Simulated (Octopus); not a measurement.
# Fe (Im-3m) in Octopus: runs at scaled volumes

Single points of Fe at other volumes, in PBEsol.

Everything below comes from runs of Octopus 16.4. Logs are shortened: lines on timing, memory, paths and dates and some standing lists are left out, and cuts for length are marked.

## (1) The structure

It takes space group Im-3m (No. 229, cubic). Conventional cell: a = 2.886 Å, b = 2.886 Å, c = 2.886 Å, α = 90.00°, β = 90.00°, γ = 90.00°. Around Fe (site symmetry m-3m) lie 8 Fe at 2.50 Å.

## (2) Equation of state, PBEsol, collinear spin, ferromagnetic start, 12.02 Å³/atom

Input file inp:

```
CalculationMode = gs
UnitsOutput = eV_Angstrom
PeriodicDimensions = 3
ExperimentalFeatures = yes
PseudopotentialSet = pseudodojo_pbesol
%LatticeParameters
 1*angstrom | 1*angstrom | 1*angstrom
%
%LatticeVectors
 -1.443 | 1.443 | 1.443
 1.443 | -1.443 | 1.443
 1.443 | 1.443 | -1.443
%
%ReducedCoordinates
 "Fe" | 0 | 0 | 0
%
%Spacing
 0.12496747*angstrom | 0.12496747*angstrom | 0.12496747*angstrom
%
DerivativesOrder = 8
%KPointsGrid
 13 | 13 | 13
%
KPointsUseSymmetries = yes
XCFunctional = gga_x_pbe_sol + gga_c_pbe_sol
SpinComponents = polarized
KPointsUseTimeReversal = no
GuessMagnetDensity = user_defined
%AtomsMagnetDirection
 3.0
%
SmearingFunction = fermi_dirac
Smearing = 0.05*eV
ExtraStates = 9
Eigensolver = chebyshev_filter
ConvRelDens = 3e-7
MaximumIter = 120
```

Potentials or basis: pseudodojo_pbesol (PseudoDojo 0.4, PBEsol).

Run with:

```
$ OMP_NUM_THREADS=1 octopus > out.log
```

out.log:

```text
Running octopus

Version                : 16.4
Optional libraries     :

************************** Calculation Mode **************************
Input: [CalculationMode = gs]
**********************************************************************

Input: [SpinComponents = polarized]

******************************* Space ********************************
Octopus will run in 3 dimension(s).
Octopus will treat the system as periodic in 3 dimension(s).
**********************************************************************

Input: [AllElectronType = no]
Input: [PseudopotentialSet = pseudodojo_pbesol]
Reading Coordinates from ReducedCoordinates block

****************************** Species *******************************
  Species 'Fe'
    type             : pseudopotential
    file             : 'Fe.upf'
    file format      : UPF2
    valence charge   : 16.0
    atomic number    :  26
    form on file     : kleinman-bylander
    lmax             : 2
    llocal           : -1
    projectors per l : 2
    total projectors : 6
    application form : kleinman-bylander
    orbitals         : 10
    bound orbitals   : 10

**********************************************************************

***************************** Symmetries *****************************
Space group No.  229
International: Im-3m
Schoenflies: Oh^9
Info: The system has    48 symmorphic symmetries that can be used.
  Index                Rotation matrix                      Fractional translations
    1 :     1   0   0     0   1   0     0   0   1      0.000000    0.000000    0.000000
    2 :    -1   0   0     0  -1   0     0   0  -1      0.000000    0.000000    0.000000
    3 :     0   0  -1     1   1   1     0  -1   0      0.000000    0.000000    0.000000
    4 :     0   0   1    -1  -1  -1     0   1   0      0.000000    0.000000    0.000000
    5 :     0   1   0     1   0   0    -1  -1  -1      0.000000    0.000000    0.000000
    6 :     0  -1   0    -1   0   0     1   1   1      0.000000    0.000000    0.000000
[... 40 lines left out ...]
   47 :     0   0  -1    -1   0   0     1   1   1      0.000000    0.000000    0.000000
   48 :     0   0   1     1   0   0    -1  -1  -1      0.000000    0.000000    0.000000
Info: The system also has     0 nonsymmorphic symmetries (not used for electrons).
**********************************************************************

Input: [CurvMethod = curv_affine]
Input: [DerivativesStencil = stencil_stargeneral]

****************************** Lattice *******************************
  Lattice Vectors [A]
   -1.443000    1.443000    1.443000
    1.443000   -1.443000    1.443000
    1.443000    1.443000   -1.443000
  Cell volume =            12.0187 [A^3]
  Reciprocal-Lattice Vectors [A^-1]
    0.000000    2.177126    2.177126
    2.177126    0.000000    2.177126
    2.177126    2.177126    0.000000
  Cell angles [degree]
    alpha =  109.471
    beta  =  109.471
    gamma =  109.471
**********************************************************************

Checking if the generated full k-point grid is symmetric

    84 k-points generated from parameters :
 ---------------------------------------------------
    n =   13   13   13

    s1  =  0.50  0.50  0.50

   index |      weight  |             coordinates              |
       1 |     0.000455 |    0.000000    0.000000    0.000000  |
       2 |     0.005462 |    0.076923    0.000000    0.000000  |
       3 |     0.010924 |    0.076923    0.076923    0.000000  |
       4 |     0.003641 |    0.076923    0.076923    0.076923  |
       5 |     0.002731 |   -0.076923    0.076923    0.076923  |
       6 |     0.005462 |    0.153846    0.000000    0.000000  |
[... 76 lines left out ...]
      83 |     0.003641 |   -0.461538   -0.461538    0.384615  |
      84 |     0.002731 |   -0.461538    0.461538    0.461538  |

Input: [SmearingFunction = fermi_dirac]
Input: [SymmetrizeDensity = yes]

[... 88 lines left out ...]
**   Cannot do LCAO for all states because there are not enough atomic orbitals.
**   Required: 17. Available: 10. 7 orbitals will be randomized.

Input: [GuessMagnetDensity = user_defined]
Info: Unnormalized total charge =     16.001907
Info: Renormalized total charge =     16.000000
Total Magnetic Moment:
 mz =   2.999642
Local Magnetic Moments (sphere radius [A] =   1.250):
 Ion                    mz
   1        Fe       2.917714
Info: Setting up Hamiltonian.
Info: Performing initial LCAO calculation with     10 orbitals.
Info: Getting Hamiltonian matrix elements.

Eigenvalues [eV]
 #st  Spin   Eigenvalue      Occupation
#k =       1, k = (  0.000000,  0.000000,  0.000000)
   1   up   -83.177619       1.000000
   1   dn   -80.434047       1.000000
   2   up   -49.282808       1.000000
   2   dn   -46.371582       1.000000
   3   up   -49.282808       1.000000
   3   dn   -46.371582       1.000000
[... 12 lines left out ...]
  10   up     3.294854       1.000000
  10   dn     6.280148       1.000000
#k =       2, k = (  0.076923,  0.000000,  0.000000)
   1   up   -83.118205       1.000000
   1   dn   -80.373879       1.000000
   2   up   -49.281562       1.000000
   2   dn   -46.370327       1.000000
   3   up   -49.274320       1.000000
   3   dn   -46.362898       1.000000
[... 12 lines left out ...]
  10   up     3.752790       1.000000
  10   dn     6.737887       1.000000
[... 82 further k-points ...]
Fermi energy =    16.843794 eV
Generating random wavefunctions for states       11 and above
Orthogonalizing wavefunctions.
Info: Ground-state restart information will be written to 'restart/gs'.
Info: SCF using complex wavefunctions.
Info: Starting SCF iteration.

** Warning:
**   Symmetrization discrepancy ratio (scalar) =  4.51685E-02

** Warning:
**   Symmetrization discrepancy ratio (scalar) =  1.04782E-01

*********************** SCF CYCLE ITER #    1 ************************
 etot  = -3.38853510E+03 abs_ev   =  7.09E+01 rel_ev   =  1.63E-01
 ediff =        1.25E+02 abs_dens =  5.95E-01 rel_dens =  3.72E-02
Matrix vector products: 4200
Converged eigenvectors: 0

#  State  KPoint  Spin  Eigenvalue [eV]  Occupation    Error
      1       1    up      -83.180779    1.000000   ( 4.9E-07)
      1       2    up      -83.177019    1.000000   ( 4.2E-05)
      1       5    up      -83.173313    1.000000   ( 4.1E-05)
      1       3    up      -83.169925    1.000000   ( 8.2E-05)
      1       6    up      -83.166591    1.000000   ( 6.4E-05)
      1       9    up      -83.163037    1.000000   ( 9.6E-05)
      1       4    up      -83.160530    1.000000   ( 8.3E-05)
      1       7    up      -83.157348    1.000000   ( 4.7E-05)
[... 23 lines left out ...]
     16      84    dn       48.618799    0.000000   ( 1.7E-01)
     17      82    dn       49.263445    0.000000   ( 2.0E-01)
     17      83    up       49.494416    0.000000   ( 1.7E-01)
     17      81    up       49.653556    0.000000   ( 2.1E-01)
     17      84    up       49.821861    0.000000   ( 1.6E-01)
     17      83    dn       50.241967    0.000000   ( 1.8E-01)
     17      73    dn       51.439954    0.000000   ( 2.9E-01)
     17      84    dn       51.877977    0.000000   ( 1.6E-01)

Density of states:

--------------------------------------------%-------------------------
--------------------------------------------%-------------------------
-----------------%-%------------------------%-------------------------
-----------------%-%-----------------------%%-------------------------
-----------------%-%-----------------------%%-%-----------------------
-----------------%-%-----------------------%%%%-----------------------
-----------------%-%-----------------------%%%%-----------------------
%%---------------%-%-----------------------%%%%-------%%----%---------
%%---------------%-%----------------------%%%%%--%%%%%%%%%%%%%%%%%----
%%---------------%-%----------------------%%%%%%%%%%%%%%%%%%%%%%%%%---
                                             ^

Fermi energy =     4.384271 eV
Total Magnetic Moment:
 mz =   2.613272
Local Magnetic Moments (sphere radius [A] =   1.250):
 Ion                    mz
   1        Fe       2.635957
[... 224 lines left out ...]
*********************** SCF CYCLE ITER #   15 ************************
 etot  = -3.40728999E+03 abs_ev   =  4.78E-07 rel_ev   =  1.08E-09
 ediff =        4.04E-07 abs_dens =  3.57E-07 rel_dens =  2.23E-08
Matrix vector products: 4200
Converged eigenvectors: 1252

#  State  KPoint  Spin  Eigenvalue [eV]  Occupation    Error
      1       1    up      -83.728116    1.000000   ( 7.6E-09)
      1       2    up      -83.724495    1.000000   ( 9.1E-09)
      1       5    up      -83.720927    1.000000   ( 9.1E-09)
      1       3    up      -83.717665    1.000000   ( 9.0E-09)
      1       6    up      -83.714455    1.000000   ( 9.0E-09)
      1       9    up      -83.711033    1.000000   ( 9.0E-09)
      1       4    up      -83.708619    1.000000   ( 9.0E-09)
      1       7    up      -83.705555    1.000000   ( 8.9E-09)
[... 23 lines left out ...]
     17      82    up       44.258880    0.000000   ( 2.9E-02)
     17      73    dn       44.347909    0.000000   ( 4.5E-02)
     17      53    dn       44.412632    0.000000   ( 4.4E-02)
     17      83    up       45.857928    0.000000   ( 2.8E-02)
     17      82    dn       46.406091    0.000000   ( 5.2E-02)
     17      83    dn       47.115298    0.000000   ( 6.0E-02)
     17      84    up       47.821147    0.000000   ( 2.3E-02)
     17      84    dn       48.441477    0.000000   ( 4.0E-02)

Density of states:

---------------------------------------------%------------------------
---------------------------------------------%------------------------
---------------------------------------------%------------------------
------------------%%-------------------------%------------------------
------------------%%------------------------%%-%----------------------
------------------%%------------------------%%-%----------------------
------------------%%------------------------%%%%----------------------
------------------%%------------------------%%%%------------%%--------
%%----------------%%------------------------%%%%--%%%%%%%%%%%%%%%%----
%%----------------%%-----------------------%%%%%%%%%%%%%%%%%%%%%%%----
                                              ^

Fermi energy =     3.942462 eV
Total Magnetic Moment:
 mz =   2.380147
Local Magnetic Moments (sphere radius [A] =   1.250):
 Ion                    mz
   1        Fe       2.440849

**********************************************************************

Info: SCF converged in   15 iterations

** Warning:
**   Some of the states are not fully converged!

Info: Number of matrix-vector products:      63000
Info: Finished writing information to 'restart/gs'.

Octopus emitted 33 warnings.
```

Wall time 10 min (1 thread of Arm Neoverse V2, shared host); peak memory 1.8 GiB.

Results:

| Item | Value |
| --- | --- |
| Free energy | -3407.2998 eV |
| Band gap on the k mesh | none (metal or under the smearing width) |
| Net moment | 2.38 μB per cell |
| Site moments | Fe +2.44 μB |
